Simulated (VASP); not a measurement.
Runs of VASP 6.6.1 on Al2O3 (Corundum). The structure is trigonal, space group R-3c (No. 167). The conventional cell has a = 4.760 Å, b = 4.760 Å, c = 12.996 Å, α = 90.00°, β = 90.00°, γ = 120.00°. Al (site symmetry 3) is surrounded by 6 O at 1.85 to 1.97 Å. Around O (site symmetry 2) lie 4 Al at 1.85 to 1.97 Å. 

```tsv
task	potentials or basis	cell	cutoff (eV)	smearing	gap on the mesh (eV)	pressure (GPa)	relaxed volume (Å³/atom)
band structure	VASP PAW PBE potentials, release 54 (Al, O)	as given	500	fermi-dirac 0.05 eV	6.22	-	-
relaxation of cell and atoms	VASP PAW PBE potentials, release 64 (Al, O_h)	relaxed	980	fermi-dirac 0.05 eV	5.87	0.1	(a)
relaxation of cell and atoms	VASP PAW PBE potentials, release 54 (Al, O)	relaxed	600	fermi-dirac 0.05 eV	5.88	0.1	8.74
relaxation of cell and atoms	VASP PAW PBE potentials, release 54 (Al, O)	relaxed	580	fermi-dirac 0.05 eV	5.87	0.1	8.74
band structure	VASP PAW PBE potentials, release 64 (Al, O_s)	as given	400	fermi-dirac 0.05 eV	6.22	-	-
relaxation of cell and atoms	VASP PAW PBE potentials, release 64 (Al, O_s)	relaxed	480	fermi-dirac 0.05 eV	5.87	0.1	8.74
band structure	VASP PAW PBE potentials, release 54 (Al, O)	as given	520	fermi-dirac 0.05 eV	6.22	-	-
single point	VASP PAW PBE potentials, release 64 (Al, O)	as given	520	gaussian 0.015 eV	6.22	7.2	-
```

Alike in all rows: level PBE; no spin polarisation; k mesh 7 × 7 × 7.

Question: Estimate the missing entries.

Answer: (a) 8.75.

Caveats: an odd mesh through Γ misses points on the zone boundary, where band edges often lie (some runs).
